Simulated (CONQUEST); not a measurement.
Crystal: Ge.

```
Ge
1.0
     4.00068    0.00000    0.00000
     0.00000    4.00068    0.00000
     0.00000    0.00000    5.65782
Ge
4
Cartesian
  0.0000 2.0003 1.4145
  2.0003 0.0000 4.2434
  0.0000 0.0000 2.8289
  2.0003 2.0003 0.0000
```

Base run:

- Program: CONQUEST 1.3
- Functional: PBE
- Potentials or basis: PseudoDojo NC PBE, DZP, grid cutoff 120 Ha
- k mesh: 7 × 7 × 5
- Occupations: fermi-dirac, width 0.05 eV
- Spin: no spin polarisation

Its results: band gap on the k mesh none (metal or under the smearing width); pressure 4.2 GPa.

Question: The run is repeated on the same cell with these changes: potentials or basis from PseudoDojo NC PBE, DZP, grid cutoff 120 Ha to PseudoDojo NC PBE, SZP, grid cutoff 120 Ha. What comes out?

Answer: Band gap on the k mesh 0.33 eV; pressure 8.2 GPa.

Caveats: the basis of atomic orbitals isn't converged, which shifts pressures, moduli and gaps; the real-space grid breaks the cell's symmetry a little; the box holds several primitive cells, so bands are folded and the points are those of the box's own zone (some runs); the atomic basis is small (some runs); an odd mesh through Γ misses points on the zone boundary, where band edges often lie (some runs).
